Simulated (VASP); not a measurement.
WSe2, 6 atoms in the cell. Symmetry: P6_3/mmc, No. 194, hexagonal system. Conventional cell: a = 3.281 Å, b = 3.281 Å, c = 12.792 Å, α = 90.00°, β = 90.00°, γ = 120.00°. W (site symmetry -6m2) is surrounded by 6 Se at 2.54 Å. Se (site symmetry 3m) has 3 W at 2.54 Å as nearest neighbours. 

```yaml
Program: VASP 6.6.1
Task: relaxation of cell and atoms
Functional: PBE
Dispersion: D3(BJ)
Potentials_or_basis: VASP PAW PBE potentials, release 64 (W_sv, Se)
Cutoff: 600 eV
k_mesh: 9 × 9 × 2
Occupations: gaussian, width 0.03 eV
Spin: no spin polarisation
Further_INCAR_settings: ALGO = Normal; EDIFF = 1e-07; IBRION = 2; EDIFFG = -0.005; NSW = 90; ISIF = 3
```

Potentials or basis: VASP PAW PBE potentials, release 64 (W_sv, Se).

Command:

```sh
$ cat potpaw_PBE.64/W_sv/POTCAR potpaw_PBE.64/Se/POTCAR > POTCAR
$ mpirun -np 2 vasp_std > vasp.out
```

Hardware: 2 MPI ranks on Intel(R) Xeon(R) Platinum 8488C (Sapphire Rapids), with other jobs on the host.

Estimate the wall time of this run.

Wall time 50 s on 2 MPI ranks on Intel(R) Xeon(R) Platinum 8488C (Sapphire Rapids), with other jobs on the host, peak memory 0.32 GiB a rank. Counts: scf iterations 16, k points 24, ion steps 1.
